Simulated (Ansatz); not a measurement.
# CuI (Marshite): single point with PBE

Crystal: CuI (Marshite).

```
I Cu
1.0
     0.00000    3.03150    3.03150
     3.03150    0.00000    3.03150
     3.03150    3.03150    0.00000
I Cu
1 1
Direct
  0.00000 0.00000 0.00000
  0.75000 0.75000 0.75000
```

| Quantity | Value |
| --- | --- |
| Program | Ansatz 0.2.0 |
| Task | single point |
| Functional | PBE |
| Potentials or basis | all-electron LAPW, scalar-relativistic |
| Cutoff | 261 eV (chosen from the basis error) |
| Basis error allowed | 0.002 eV/atom |
| k mesh | 3 × 3 × 3 |
| Occupations | fermi-dirac, width 0.03 eV |
| Spin | no spin polarisation |

```json
{
  "Pressure": "1.3 GPa",
  "Band gap on the k mesh": "1.12 eV, direct"
}
```

Levels at points of the mesh, in eV from the valence-band top:
```
           k point  band 19  band 20  band 21  band 22  band 23  band 24  band 25  band 26
(0.00, 0.00, 0.00)    -1.87     0.00     0.00     0.00     1.12     4.86     4.86     4.86
```

Run time: 3.4 s on 1 thread of Intel(R) Xeon(R) Platinum 8375C CPU @ 2.90GHz (Ice Lake) (shared host), peak memory 0.27 GiB.

Caveat: the k mesh is coarse (spacing up to 0.60 Å⁻¹), so the values aren't converged; spin-orbit coupling is left out, which moves the levels of the heavy elements. As with any semilocal functional, this PBE gap is likely too small.
